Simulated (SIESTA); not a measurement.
Cd in SIESTA: the effect of strain zz

Cd:

```
Cd
1.0
     2.97887    0.00000    0.00000
    -1.48944    2.57978    0.00000
     0.00000    0.00000    5.39294
Cd
2
Cartesian
  1.4894 0.8599 4.0447
  0.0000 1.7199 1.3482
```

The cell isn't the ideal one: cell strained along z.

Alike in all runs:

```yaml
Program: SIESTA 5.4.2
Task: band structure
Functional: PBE
Potentials_or_basis: PseudoDojo 0.4 standard (PBE files)
Basis: DZP (energy shift 0.003 Ry; two zetas on semicore shells)
Grid_cutoff: 800 Ry
Energy_shift: 0.003 Ry
k_mesh: 10 × 10 × 5
Occupations: fermi-dirac, width 0.05 eV
Spin: no spin polarisation
```

| strain zz | pressure (GPa) |
| --- | --- |
| -0.04 | 4.6 |
| -0.02 | 3.3 |
| -0.01 | 2.8 |
| 0 | 2.2 |
| 0.01 | 1.6 |
| 0.02 | 1.1 |
| 0.04 | ? |

What does the run with strain zz 0.04 give?

Pressure 0.2 GPa.

Worked out: A straight line through the other rows of the pressure, of slope -58.3 GPa per unit of strain zz, extrapolates to -0.1 GPa, against the run's 0.2.

Caveats: the basis of atomic orbitals isn't converged, which shifts pressures, moduli and gaps.
